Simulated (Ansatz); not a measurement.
# KMgF$_{3}$: a vibration from a frozen displacement

All numbers below come from DFT PBE, scalar-relativistic, plane waves, PAW (Ansatz 0.2.0). The runs took a 420 eV cutoff, a Γ-centred 6×6×6 mesh and Gaussian smearing (0.05 eV). No spin polarisation. Energies are free energies at this smearing, counted from the undisturbed cell; pressure is positive in compression.

The undisturbed cell (as given, not relaxed at this level; it stands at 3.8 GPa, and it needn't be the usual structure):

```
K Mg F
1.0
     3.98590    0.00000    0.00000
     0.00000    3.98590    0.00000
     0.00000    0.00000    3.98590
K Mg F
1 1 3
Direct
  0.50000 0.50000 0.50000
  0.00000 0.00000 0.00000
  0.50000 0.00000 0.00000
  0.00000 0.50000 0.00000
  0.00000 0.00000 0.50000
```

Every Mg atom is moved by x along the Cartesian unit vector (0.000, 0.000, 1.000); the cell and all other atoms stay fixed. The cell's volume is 63.33 Å³; the moved atoms weigh 24.305 u together and the others 96.094 u. Some rows repeat others by symmetry and weren't run.

```csv
x (Å),ΔE (meV/cell),total force on the moved atoms along the move (eV/Å),pressure (GPa)
-0.1000,48.55,1.0011,4.1763
-0.0875,36.90,0.8636,4.0831
-0.0750,26.94,0.7311,4.0029
-0.0625,18.61,0.6028,3.9355
-0.0500,11.86,0.4780,3.8806
-0.0375,6.65,0.3560,3.8380
-0.0250,2.95,0.2362,3.8077
-0.0125,0.74,0.1177,3.7895
0.0000,0.00,0.0000,3.7836
0.0125,0.74,-0.1177,3.7895
0.0250,2.95,-0.2362,3.8077
0.0375,6.65,-0.3560,3.8380
0.0500,11.86,-0.4780,3.8806
0.0625,18.61,-0.6028,3.9355
0.0750,26.94,-0.7311,4.0029
0.0875,36.90,-0.8636,4.0831
0.1000,48.55,-1.0011,4.1763
```

**Question.** What frequency belongs to this motion?

**Answer.** The force constant is k = −dF/dx = 9.416 eV/Å², from the parabola through x = -0.0125, 0 and 0.0125. In every cell the moved atoms swing against the rest, so the mass is μ = m₁m₂/(m₁ + m₂) = 19.399 u, and ν̃ = 521.5 cm⁻¹ × √(|k|/μ) = 363 cm⁻¹, at this cell's pressure of 3.8 GPa. The pattern needn't be a normal mode: ν̃² is then a weighted mean of the squared nonzero frequencies at the zone centre of this cell, taken without macroscopic field, so it lies between the lowest and the highest of them.

**Question.** How far does the harmonic law reach?

**Answer.** At x = -0.100 Å, kx²/2 = 47.08 meV against the computed 48.55 meV (+3.1 %): the well is still close to harmonic there.

**Question.** The pressure changes with x². What does that say about the frequency under compression?

**Answer.** With E = k(V)x²/2, k ∝ V^(−2γ) and x scaling with the cell as V^(1/3), P − P0 = −∂E/∂V = (2γ − 2/3) ΔE/V. At x = 0.0250 Å, V(P − P0) = 63.33 × 0.02418 / 160.2 eV = 9.56 meV and ΔE = 2.95 meV, so γ = 1/3 + V(P − P0)/(2ΔE) = 1.96. This is the Grüneisen parameter of the motion under uniform scaling of the cell: shrinking the cell evenly by 1 % in volume raises the frequency by about 1.96 %.